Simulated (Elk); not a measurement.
## Magnetic state of MnS (Browneite) from several starts

Does MnS (Browneite) prefer parallel or opposed moments, or none?

Program: Elk 11.2.3 (patched build). Level of theory: PBE with U = 4.00 eV on Mn d; all-electron APW+lo, Dirac cores, scalar-relativistic bands. Results are calculated unless marked as measured.

Most raw output is cut from this account.

## Step 1: The starting structure

It takes space group F-43m (No. 216, cubic). The conventional cell has a = 5.600 Å, b = 5.600 Å, c = 5.600 Å, α = 90.00°, β = 90.00°, γ = 90.00°. Nearest to Mn lie 4 S at 2.42 Å. S has 4 Mn at 2.42 Å nearest. Farther neighbours and most contacts between anions are not listed.

## Step 2: Order 1, typed as ferro +

The parallel start comes first: it fits the smallest cell, keeps the most symmetry and shows whether parallel moments form. A Hubbard U of customary size acts on the open shell; it was not fitted to this crystal.

The last three numbers of an atom's line are a seed field in its sphere. It points against the wanted moment and shrinks by the factor reducebf each loop.

File elk.in:

```
tasks
  0
  33
  73

xctype
  20

rgkmax
  7.0

nempty
  12

swidth
  0.001837

reducebf
  0.6

epsengy
  1e-05

maxscl
  100

lmaxi
  3

lmaxo
  10

lmaxapw
  10

spinpol
  .true.

sppath
  './'

avec
  0.00000000000 5.29123314895 5.29123314895
  5.29123314895 0.00000000000 5.29123314895
  5.29123314895 5.29123314895 0.00000000000

atoms
  2
  'Mn.in'
  1
  0.0000000000 0.0000000000 0.0000000000   0.000000 0.000000 -0.450000
  'S.in'
  1
  0.2500000000 0.2500000000 0.2500000000   0.000000 0.000000 0.000000

ngridk
  8 8 8

dft+u
  1 1
  1 2 0.146997 0.000000

plot3d
  0 0 0
  1 0 0
  0 1 0
  0 0 1
  20 20 20
```

Launch:

```console
OMP_NUM_THREADS=4 elk
```

It took 73 s on 4 threads of AMD EPYC 7R43, shared host; peak memory 0.31 GiB.

Numbers from this step:

```
density of states at the Fermi level : 3.71e-6 states/eV/cell
moment between the spheres           : 0.3735 μB
magnetization                        : 5.000 μB
final state                          : ferromagnetic
largest moment                       : 4.568 μB
```

After 21 cycles the largest moment stands at 4.57 μB.

## Step 3: Run 2 (antiferro q=(0,1/2,1/2) +-)

Reversing part of the moments tests the sign of the couplings between them.

This order needs a doubled cell of 4 atoms. Its mesh is chosen so that both cells sample the same points.

File elk.in:

```
tasks
  0

xctype
  20

rgkmax
  7.0

nempty
  12

swidth
  0.001837

reducebf
  0.6

epsengy
  1e-05

maxscl
  100

lmaxi
  3

lmaxo
  10

lmaxapw
  10

spinpol
  .true.

sppath
  './'

avec
  0.00000000000 5.29123314895 5.29123314895
  10.58246629790 0.00000000000 10.58246629790
  10.58246629790 5.29123314895 5.29123314895

atoms
  2
  'Mn.in'
  2
  0.0000000000 0.0000000000 0.0000000000   0.000000 0.000000 -0.450000
  0.0000000000 0.5000000000 0.0000000000   0.000000 0.000000 0.450000
  'S.in'
  2
  0.2500000000 0.0000000000 0.2500000000   0.000000 0.000000 0.000000
  0.2500000000 0.5000000000 0.2500000000   0.000000 0.000000 0.000000

ngridk
  8 4 8

dft+u
  1 1
  1 2 0.146997 0.000000
```

Launch:

```console
OMP_NUM_THREADS=4 elk
```

Wall time 8.5 min (4 threads); peak memory 0.6 GiB.

Spin moment in the muffin-tin sphere by atom:

| atom | spin moment in the muffin-tin sphere (μB) |
| --- | --- |
| Mn1 | 4.48 |
| Mn2 | -4.48 |
| S3 | 0.00 |
| S4 | 0.00 |

Numbers from this step:

| Property | Result |
| --- | --- |
| density of states at the Fermi level | 2.00e-9 states/eV/cell |
| moment between the spheres | 0 μB |
| magnetization | 0 μB |
| final state | antiferromagnetic |

It lies 107 meV a seeded atom under the first start, and its largest moment is 4.48 μB against 4.57 μB.

## Step 4: Run 3 (antiferro q=(0,0,1/2) +-)

An opposed order shows whether the pairs that it reverses prefer unlike signs.

The cell is doubled to 4 atoms to hold this order. Its mesh is chosen so that both cells sample the same points.

File elk.in:

```
tasks
  0

xctype
  20

rgkmax
  7.0

nempty
  12

swidth
  0.001837

reducebf
  0.6

epsengy
  1e-05

maxscl
  100

lmaxi
  3

lmaxo
  10

lmaxapw
  10

spinpol
  .true.

sppath
  './'

avec
  0.00000000000 5.29123314895 5.29123314895
  5.29123314895 0.00000000000 5.29123314895
  10.58246629790 10.58246629790 0.00000000000

atoms
  2
  'Mn.in'
  2
  0.0000000000 0.0000000000 0.0000000000   0.000000 0.000000 -0.450000
  0.0000000000 0.0000000000 0.5000000000   0.000000 0.000000 0.450000
  'S.in'
  2
  0.2500000000 0.2500000000 0.1250000000   0.000000 0.000000 0.000000
  0.2500000000 0.2500000000 0.6250000000   0.000000 0.000000 0.000000

ngridk
  8 8 4

dft+u
  1 1
  1 2 0.146997 0.000000
```

Launch:

```console
OMP_NUM_THREADS=4 elk
```

Run time: 9.3 min. Hardware: 4 threads; peak memory 0.61 GiB; 35 min of CPU time.

Spin moment in the muffin-tin sphere by atom:

| atom | spin moment in the muffin-tin sphere (μB) |
| --- | --- |
| Mn1 | 4.50 |
| Mn2 | -4.50 |
| S3 | 0.03 |
| S4 | -0.03 |

This step gave:

- density of states at the Fermi level: 2.02e-9 states/eV/cell
- moment between the spheres: 0 μB
- magnetization: 0 μB
- final state: antiferromagnetic

It lies 82.4 meV a seeded atom under the first start, and its largest moment is 4.50 μB against 4.57 μB.

## Step 5: Order 4, typed as no spin polarisation

A run without seeds gives the energy of the state without moments.

File elk.in:

```
tasks
  0

xctype
  20

rgkmax
  7.0

nempty
  12

swidth
  0.001837

epsengy
  1e-05

maxscl
  100

lmaxi
  3

lmaxo
  10

lmaxapw
  10

sppath
  './'

avec
  0.00000000000 5.29123314895 5.29123314895
  5.29123314895 0.00000000000 5.29123314895
  5.29123314895 5.29123314895 0.00000000000

atoms
  2
  'Mn.in'
  1
  0.0000000000 0.0000000000 0.0000000000   0.000000 0.000000 0.000000
  'S.in'
  1
  0.2500000000 0.2500000000 0.2500000000   0.000000 0.000000 0.000000

ngridk
  8 8 8

dft+u
  1 1
  1 2 0.146997 0.000000
```

Launch:

```console
OMP_NUM_THREADS=4 elk
```

Elapsed: 24 s, on 4 threads; peak memory 0.3 GiB.

Numbers from this step:

```
density of states at the Fermi level : 1.900 states/eV/cell
final state                          : non-magnetic (no spin polarisation)
```

It lies 4048 meV a seeded atom over the first start.

## Step 6: Energies of the orders

These are free energies at a smearing of 0.05 eV, so its entropy term is in the differences. They are divided by the number of seeded atoms, so that cells of unlike size compare. Wavevectors q in the names are fractions of the reciprocal vectors of the first run's cell.

Orders:

| start | final state | typed order kept | energy over the lowest (meV a seeded atom) | largest sphere moment (μB) | net moment (μB a primitive cell) | DOS at the Fermi level (states/eV a primitive cell) | mesh matched | CPU time (s) |
| --- | --- | --- | --- | --- | --- | --- | --- | --- |
| ferro + | ferromagnetic | yes | 106.9 | 4.568 | 5 | 0 | yes | 273.8 |
| antiferro q=(0,1/2,1/2) +- | antiferromagnetic | yes | 0 | 4.475 | 0 | 0 | yes | 1879 |
| antiferro q=(0,0,1/2) +- | antiferromagnetic | yes | 24.44 | 4.497 | 0 | 0 | yes | 2082 |
| no spin polarisation | non-magnetic | - | 4155 | 0 | 0 | 1.9 | yes | 85.06 |

## Step 7: Results

```yaml
lowest_state_found: antiferromagnetic (typed antiferro q=(0,1/2,1/2) +-)
largest_site_moment: 4.48 μB
next_state: antiferromagnetic, 24.4 meV a seeded atom higher
run_without_spin_seeds_over_the_lowest: 4155 meV a seeded atom
```

In words: The lowest state found is antiferromagnetic, reached from the start antiferro q=(0,1/2,1/2) +-, with moments up to 4.48 μB. The next state costs 24 meV a seeded atom. Under a U a spinless open shell is left with part-filled orbitals, which the U penalises, so its energy is no clean measure of what the moments gain. Only 4 starts are shown; other collinear patterns, canted and longer-period orders are not.

[Logs and program files are shortened in this print: banners, set-up blocks, solver, clock and traceback lines can be left out without a mark of their own.]

[Logs are printed without paths, hosts, clocks, repeated set-up lines and the standing remarks that a program may print on its own settings, such as how far it seeks lower states.]

[Hosts, paths, dates, database ids (printed as entryN), source tags and the programs' standing remarks are cut or masked in the printed files.]

[Where a cell is said to come from a database of computed structures, the database is the Materials Project.]
